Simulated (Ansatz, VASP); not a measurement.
# B2Ru in two plane-wave programs, part 2 of 2

One calculation is typed for both programs; each brings its own data sets and cutoff. How far apart do they land?

VASP 6.6.1 and Ansatz 0.2.0.

So far: Starting point; Ansatz: relaxation of cell and atoms, PBEsol; VASP: relaxation of cell and atoms, PBEsol.

## (3) VASP: relaxation of cell and atoms, PBEsol (continued)

Level of this step: PBEsol; plane waves and PAW (B, Ru_pv) (VASP).

Numbers of over 12 decimals in the logs are rounded to 6 here.

From OUTCAR (step 3):

```text
ion  position               nearest neighbor table
   1  0.000  0.809  0.361-   2 1.77   4 1.90   4 1.90   5 2.16   6 2.20   6 2.20   5 2.25
   2  0.000  0.191  0.361-   1 1.77   3 1.90   3 1.90   5 2.16   6 2.20   6 2.20   5 2.25
   3  0.500  0.309  0.639-   4 1.77   2 1.90   2 1.90   6 2.16   5 2.20   5 2.20   6 2.25
   4  0.500  0.691  0.639-   3 1.77   1 1.90   1 1.90   6 2.16   5 2.20   5 2.20   6 2.25
   5  0.000  0.000  0.849-   1 2.16   2 2.16   3 2.20   4 2.20   3 2.20   4 2.20   1 2.25   2 2.25
                             6 2.99   6 2.99   6 2.99   6 2.99
   6  0.500  0.500  0.151-   3 2.16   4 2.16   1 2.20   2 2.20   1 2.20   2 2.20   3 2.25   4 2.25
                             5 2.99   5 2.99   5 2.99   5 2.99

  LATTYP: Found a simple orthorhombic cell.
 ALAT       =     2.8650000000
 B/A-ratio  =     1.4118673647
 C/A-ratio  =     1.6212914485

 Subroutine GETGRP returns: Found  8 space group operations
 (whereof  4 operations were pure point group operations)

The static configuration has the point symmetry C_2v.
 The point group associated with its full space group is D_2h.

 Found     36 irreducible k-points:

   k-points           NKPTS =     36   k-points in BZ     NKDIM =     36   number of bands    NBANDS=     26

   dimension x,y,z NGX =    24 NGY =   36 NGZ =   30
   dimension x,y,z NGXF=    48 NGYF=   72 NGZF=   60

   ENCUT  =  520.0 eV  38.22 Ry    6.18 a.u.   5.33  8.64  7.52*2*pi/ulx,y,z

   NELECT =      40.0000    total number of electrons

 k-points in reciprocal lattice and weights: Automatic mesh
   0.00000000  0.00000000  0.00000000       0.007
   0.14285714  0.00000000  0.00000000       0.014
   0.28571429  0.00000000  0.00000000       0.014
   0.42857143  0.00000000  0.00000000       0.014
   0.00000000  0.25000000  0.00000000       0.014
   0.14285714  0.25000000  0.00000000       0.029
   0.28571429  0.25000000  0.00000000       0.029
   0.42857143  0.25000000  0.00000000       0.029
   0.00000000  0.50000000  0.00000000       0.007
[...]
0.28571429  0.50000000  0.40000000       0.029
   0.42857143  0.50000000  0.40000000       0.029

 average (electrostatic) potential at core
       1 -22.5074       2 -22.5074       3 -22.5074       4 -22.5074       5 -69.7014
       6 -69.7014

 E-fermi :  10.6562

 k-point     1 :       0.0000    0.0000    0.0000
  band No.  band energies     occupation
    ...
     16       7.4370      2.00000
     17       7.6192      2.00000
     18       8.5027      2.00000
     19       8.9067      2.00000
     20       9.5180      2.00000
     21      10.7520      0.25683
     22      12.5459      0.00000
     23      14.7711      0.00000
     24      14.9560      0.00000
     25      15.0851      0.00000
    ...

 k-point     2 :       0.1429    0.0000    0.0000
  band No.  band energies     occupation
    ...
     16       6.7804      2.00000
     17       7.2796      2.00000
     18       8.3678      2.00000
     19       8.9155      2.00000
     20      10.0623      1.99999
     21      10.9676      0.00394
     22      12.4657      0.00000
     23      14.2495      0.00000
     24      14.6913      0.00000
     25      15.4422      0.00000
    ...

 k-point     3 :       0.2857    0.0000    0.0000
  band No.  band energies     occupation
    ...
     15       5.9336      2.00000
     16       6.0614      2.00000
     17       7.3841      2.00000
     18       7.9096      2.00000
     19       9.5377      2.00000
     20      11.0663      0.00055
     21      11.4676      0.00000
     22      12.1595      0.00000
     23      13.3874      0.00000
     24      14.1477      0.00000
    ...

  Total       -0.0351151     -0.0208708     -0.0520308      0.0000000      0.0000000      0.0000000
  in kB       -1.0599438     -0.6299812     -1.5705443      0.0000000      0.0000000      0.0000000
  external PRESSURE =      -1.0868231 kB  Pullay stress =       0.0000000 kB

  energy-cutoff  :      520.00
  volume of cell :       53.08
      direct lattice vectors                 reciprocal lattice vectors
     2.845808838  0.000000000  0.000000000     0.351393947  0.000000000  0.000000000
     0.000000000  4.632176781  0.000000000     0.000000000  0.215881225  0.000000000
     0.000000000  0.000000000  4.026523316     0.000000000  0.000000000  0.248353212

 POSITION                                       TOTAL-FORCE (eV/Angst)
 -----------------------------------------------------------------------------------
      0.00000      3.72498      1.45889         0.000000      0.002995      0.001404
      0.00000      0.90719      1.45889         0.000000     -0.002995      0.001404
      1.42290      1.40890      2.56763         0.000000      0.002995     -0.001404
      1.42290      3.22328      2.56763         0.000000     -0.002995     -0.001404
      0.00000      0.00000      3.41666         0.000000      0.000000     -0.007014
      1.42290      2.31609      0.60986         0.000000      0.000000      0.007014
 -----------------------------------------------------------------------------------
    total drift:                                0.000000      0.000000      0.000000

  FREE ENERGIE OF THE ION-ELECTRON SYSTEM (eV)
  ---------------------------------------------------
  free  energy   TOTEN  =       -50.4155515758 eV

  energy  without entropy=      -50.4087357885  energy(sigma->0) =      -50.41214368

 reached required accuracy - stopping structural energy minimisation

 total charge
# of ion       s       p       d       tot
------------------------------------------
    1        0.684   1.210   0.000   1.894
    2        0.684   1.210   0.000   1.894
    3        0.684   1.210   0.000   1.894
    4        0.684   1.210   0.000   1.894
    5        0.381   6.413   6.140  12.935
    6        0.381   6.413   6.140  12.935
--------------------------------------------------
tot          3.500  17.666  12.281  33.447

[... 3 further parts left out ...]
```

CONTCAR:

```
B2Ru
   1.00000000000000
     2.8458088375538786    0.0000000000000000    0.0000000000000000
     0.0000000000000000    4.6321767809544685    0.0000000000000000
     0.0000000000000000    0.0000000000000000    4.0265233159417013
  B               Ru
     4     2
Direct
     0.0000000000000000    0.8041541791759028    0.3623198293643070
     0.0000000000000000    0.1958458208240973    0.3623198293643070
     0.5000000000000000    0.3041541791759027    0.6376801706356930
     0.5000000000000000    0.6958458208240972    0.6376801706356930
     0.0000000000000000    0.0000000000000000    0.8485381282041821
     0.5000000000000000    0.5000000000000000    0.1514618717958179
```

The k-mesh is coarse for a metal.

## (4) Differences

Known differences besides the potentials themselves: both relaxations stop at a tolerance, which leaves soft axes loose, and VASP keeps its plane-wave basis; the data sets hold 44 valence electrons in Ansatz (default PAW (the set named soft_2) files) and 40 in VASP; the cutoff is 420 eV in Ansatz and 520 eV in VASP; Ansatz makes its cores anew for this functional, VASP keeps those of its PBE data sets; Ansatz adds a Pulay correction to the stress that steers its cell, VASP none. Total energies have different zeros and are not compared.

The two programs side by side:

```csv
quantity,Ansatz,VASP,difference
volume (Å³),53.03,53.08,-0.08 %
"edge a after relaxation, in the typed setting (Å)",2.845,2.846,-0.04 %
"edge b after relaxation, in the typed setting (Å)",4.631,4.632,-0.03 %
"edge c after relaxation, in the typed setting (Å)",4.026,4.027,-0.01 %
```

The walks stopped with -0.02 GPa left in Ansatz and -0.11 GPa in VASP; each walk ends within a tolerance, so the volume difference is uncertain by about these residues over the bulk modulus, most in soft cells.

## (5) Outcome

```json
{
  "difference in volume (relaxation of cell and atoms, PBEsol)": "-0.083 %"
}
```

**Reading.** The difference in volume is -0.083 % (relaxation of cell and atoms, PBEsol), within the 1.2 % picked in this series as the mark of a large difference, as far as the stopping tolerances let one tell. Such differences can come from data sets, numerical settings and the points named under the comparisons, not from the functional's error against experiment.

[Lines on the potential files, build, host, timing and source positions are cut from VASP's logs without a mark.]

[Logs are printed without paths, hosts, clocks, repeated set-up lines and the standing remarks that a program may print on its own settings, such as how far it seeks lower states.]

[Hosts, paths, dates, database ids (printed as entryN), source tags and the programs' standing remarks are cut or masked in the printed files.]
